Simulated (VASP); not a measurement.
Runs of VASP 6.6.1 on Ni. Symmetry: Fm-3m, No. 225, cubic system. Conventional cell: a = 3.475 Å, b = 3.475 Å, c = 3.475 Å, α = 90.00°, β = 90.00°, γ = 90.00°. Ni (site symmetry m-3m) has 12 Ni at 2.46 Å as nearest neighbours. 

```tsv
task	level	potentials or basis	cell	cutoff (eV)	gap on the mesh (eV)	pressure (GPa)	moment (μB)	relaxed volume (Å³/atom)
band structure	PBEsol	VASP PAW PBE potentials, release 64 (Ni)	as given	520	-	-2.4	0.62	-
band structure	RPBE	VASP PAW PBE potentials, release 64 (Ni)	as given	520	-	-	0.62	-
relaxation of cell and atoms	PBEsol	VASP PAW PBE potentials, release 64 (Ni)	relaxed	600	none	0.0	0.62	10.38
band structure	LDA	VASP PAW LDA potentials, release 64 (Ni)	as given	520	-	(a)	0.62	-
relaxation of cell and atoms	LDA	VASP PAW LDA potentials, release 64 (Ni)	relaxed	600	none	0.1	0.61	10.02
relaxation of cell and atoms	RPBE	VASP PAW PBE potentials, release 64 (Ni)	relaxed	600	none	0.0	(b)	11.22
```

Alike in all rows: spin collinear, ferromagnetic start; k mesh 13 × 13 × 13; smearing fermi-dirac 0.05 eV.

Problem. Estimate the missing entries.

Solution. (a) -10.1; (b) 0.63.

Caveats: the PAW data sets were made with another functional, which shifts forces and pressure a little (some runs).

A gap of «none» marks a metal or a gap under the smearing width.

Runs at the PBE level aren't shown here.
